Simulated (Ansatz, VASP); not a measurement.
## One calculation of Ti, two programs

run.py

```python
from ase.calculators.vasp import Vasp
from ase.dft.bandgap import bandgap
from ase.io import read

atoms = read('Ti.cif', primitive_cell=True, subtrans_included=False)
calc = Vasp(
    directory='calc',
    xc='pbe',
    pp='PBE',
    setups='gw',
    prec='Accurate',
    encut=550,
    ediff=1e-06,
    ismear=0,
    sigma=0.02,
    lreal=False,
    lasph=True,
    nelm=60,
    algo='Normal',
    isif=2,
    lwave=False,
    lcharg=True,
    lelf=True,
    lvhar=True,
    kpts=[11, 11, 11],
    gamma=True,
    nbands=12,
)
atoms.calc = calc

print('energy (eV):', atoms.get_potential_energy())
print('free energy (eV):', atoms.get_potential_energy(force_consistent=True))
print('forces (eV/A):')
print(atoms.get_forces())
print('stress (eV/A^3, Voigt):', atoms.get_stress())
print('Fermi level (eV):', calc.get_fermi_level())
gap, top, bottom = bandgap(calc)
print('band gap (eV):', gap, 'from (spin, k, band)', top, 'to', bottom)
```

The input Ti.cif:

```cif
data_Ti
_cell_length_a 3.28200000
_cell_length_b 3.28200000
_cell_length_c 3.28200000
_cell_angle_alpha 90.00000000
_cell_angle_beta 90.00000000
_cell_angle_gamma 90.00000000
_space_group_name_H-M_alt 'Im-3m'
_space_group_name_Hall '-I 4 2 3'
_space_group_IT_number 229
loop_
_space_group_symop_operation_xyz
'x,y,z'
'-x,-y,-z'
'-y,x,z'
'y,-x,-z'
'-x,-y,z'
'x,y,-z'
'y,-x,z'
'-y,x,-z'
'x,-y,-z'
'-x,y,z'
'-y,-x,-z'
'y,x,z'
'-x,y,-z'
'x,-y,z'
'y,x,-z'
'-y,-x,z'
'z,x,y'
'-z,-x,-y'
'z,-y,x'
'-z,y,-x'
'z,-x,-y'
'-z,x,y'
'z,y,-x'
'-z,-y,x'
'-z,x,-y'
'z,-x,y'
'-z,-y,-x'
'z,y,x'
'-z,-x,y'
'z,x,-y'
'-z,y,x'
'z,-y,-x'
'y,z,x'
'-y,-z,-x'
'x,z,-y'
'-x,-z,y'
'-y,z,-x'
'y,-z,x'
'-x,z,y'
'x,-z,-y'
'-y,-z,x'
'y,z,-x'
'-x,-z,-y'
'x,z,y'
'y,-z,-x'
'-y,z,x'
'x,-z,y'
'-x,z,-y'
'x+1/2,y+1/2,z+1/2'
'-x+1/2,-y+1/2,-z+1/2'
'-y+1/2,x+1/2,z+1/2'
'y+1/2,-x+1/2,-z+1/2'
'-x+1/2,-y+1/2,z+1/2'
'x+1/2,y+1/2,-z+1/2'
'y+1/2,-x+1/2,z+1/2'
'-y+1/2,x+1/2,-z+1/2'
'x+1/2,-y+1/2,-z+1/2'
'-x+1/2,y+1/2,z+1/2'
'-y+1/2,-x+1/2,-z+1/2'
'y+1/2,x+1/2,z+1/2'
'-x+1/2,y+1/2,-z+1/2'
'x+1/2,-y+1/2,z+1/2'
'y+1/2,x+1/2,-z+1/2'
'-y+1/2,-x+1/2,z+1/2'
'z+1/2,x+1/2,y+1/2'
'-z+1/2,-x+1/2,-y+1/2'
'z+1/2,-y+1/2,x+1/2'
'-z+1/2,y+1/2,-x+1/2'
'z+1/2,-x+1/2,-y+1/2'
'-z+1/2,x+1/2,y+1/2'
'z+1/2,y+1/2,-x+1/2'
'-z+1/2,-y+1/2,x+1/2'
'-z+1/2,x+1/2,-y+1/2'
'z+1/2,-x+1/2,y+1/2'
'-z+1/2,-y+1/2,-x+1/2'
'z+1/2,y+1/2,x+1/2'
'-z+1/2,-x+1/2,y+1/2'
'z+1/2,x+1/2,-y+1/2'
'-z+1/2,y+1/2,x+1/2'
'z+1/2,-y+1/2,-x+1/2'
'y+1/2,z+1/2,x+1/2'
'-y+1/2,-z+1/2,-x+1/2'
'x+1/2,z+1/2,-y+1/2'
'-x+1/2,-z+1/2,y+1/2'
'-y+1/2,z+1/2,-x+1/2'
'y+1/2,-z+1/2,x+1/2'
'-x+1/2,z+1/2,y+1/2'
'x+1/2,-z+1/2,-y+1/2'
'-y+1/2,-z+1/2,x+1/2'
'y+1/2,z+1/2,-x+1/2'
'-x+1/2,-z+1/2,-y+1/2'
'x+1/2,z+1/2,y+1/2'
'y+1/2,-z+1/2,-x+1/2'
'-y+1/2,z+1/2,x+1/2'
'x+1/2,-z+1/2,y+1/2'
'-x+1/2,z+1/2,-y+1/2'
loop_
_atom_site_label
_atom_site_type_symbol
_atom_site_symmetry_multiplicity
_atom_site_Wyckoff_symbol
_atom_site_fract_x
_atom_site_fract_y
_atom_site_fract_z
_atom_site_occupancy
Ti1 Ti 2 a 0.0000000000 0.0000000000 0.0000000000 1
```

Contents of input.yaml:

```yaml
crystal:
  lattice:
    - [-1.641, 1.641, 1.641]
    - [1.641, -1.641, 1.641]
    - [1.641, 1.641, -1.641]
  atoms:
    - { symbol: Ti, position: [0.0, 0.0, 0.0] }
hamiltonian:
  xc: pbe
  pseudopotentials: { kind: paw }
kpoints:
  mp_grid: { grid: [11, 11, 11] }
scf:
  occupations: { method: gaussian, width: 0.02 }
output:
  forces: true
  stress: true
  eigenvalues: true
```

This isn't the form of Ti at room conditions, which is hcp.

Alike in both runs: task single point; functional PBE; k mesh 11 × 11 × 11; occupations gaussian, width 0.02 eV; no spin polarisation.

|  | VASP | Ansatz |
| --- | --- | --- |
| version | VASP 6.6.1 | Ansatz 0.2.0 |
| potentials or method | VASP PAW PBE potentials, release 64 (Ti_sv_GW) | Ansatz PAW |
| plane-wave cutoff (eV) | 550 | 420 |
| valence electrons in the cell | 12 | 12 |

```tsv
	VASP	Ansatz	Ansatz less VASP
gap on the k mesh at the Fermi level (eV)	none	none	-
pressure (GPa)	-4.2	-2.9	+1.37
```

A gap of «none» marks a metal or a gap that the smearing closes.
